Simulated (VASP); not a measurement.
**From an Ansatz input to VASP: NaCl (strained rocksalt)**

Ansatz input

```yaml
crystal:
  lattice:
    - [0.0, 2.758976706, 2.8245598581]
    - [2.758976706, 0.0, 2.8245598581]
    - [2.758976706, 2.758976706, 0.0]
  atoms:
    - { symbol: Na, position: [0.0, 0.0, 0.0] }
    - { symbol: Cl, position: [0.5, 0.5, 0.5] }
kpoints:
  mp_grid: { grid: [8, 8, 8] }
  band_path:
    path:
      - [0.0, 0.0, 0.0]
      - [0.5, 0.0, 0.5]
      - [0.625, 0.25, 0.625]
      - [0.375, 0.375, 0.75]
      - [0.5, 0.5, 0.5]
      - [0.5, 0.25, 0.75]
    npoints: 1
hamiltonian:
  xc: pbe
scf:
  occupations: { method: fermi_dirac, width: 0.02 }
  n_extra_bands: 4
output:
  forces: true
  stress: true
  eigenvalues: true
  write_density: true
  write_potential: true
  elf: true
  volumetric_format: npy
```

Task: Translate this input to VASP.

Result: 

INCAR

```
ENCUT = 520
NELM = 120
IBRION = -1
PREC = Accurate
LREAL = .FALSE.
ISIF = 2
NSW = 0
LASPH = .TRUE.
LCHARG = .TRUE.
SIGMA = 0.02
NBANDS = 14
GGA = PE
EDIFF = 1E-7
ISMEAR = -1
LELF = .TRUE.
LWAVE = .FALSE.
```

KPOINTS

```
KPOINTS created by Atomic Simulation Environment
0
Gamma
8 8 8
0 0 0
```

KPOINTS_OPT

```
special points
6
Reciprocal
0.0000000000 0.0000000000 0.0000000000 1
0.5000000000 0.0000000000 0.5000000000 1
0.6250000000 0.2500000000 0.6250000000 1
0.3750000000 0.3750000000 0.7500000000 1
0.5000000000 0.5000000000 0.5000000000 1
0.5000000000 0.2500000000 0.7500000000 1
```

POSCAR

```
Na Cl
 1.0000000000000000
     0.0000000000000000    2.7589767059999999    2.8245598581000002
     2.7589767059999999    0.0000000000000000    2.8245598581000002
     2.7589767059999999    2.7589767059999999    0.0000000000000000
 Na  Cl
   1   1
Cartesian
  0.0000000000000000  0.0000000000000000  0.0000000000000000
  2.7589767059999999  2.7589767059999999  2.8245598581000002
```

VASP ran with the recommended PBE PAW datasets (14 valence electrons in the cell). Other inputs would serve too.

```tsv
	Ansatz	VASP
gap between bands v and c	5.27 eV	5.27 eV
least direct gap	5.27 eV	5.27 eV
pressure	2.0 GPa	2.0 GPa
```

The two codes use different PAW datasets and cutoffs. VASP's cell holds 14 valence electrons and Ansatz's 16. Ansatz's stress includes a Pulay correction; VASP's doesn't.
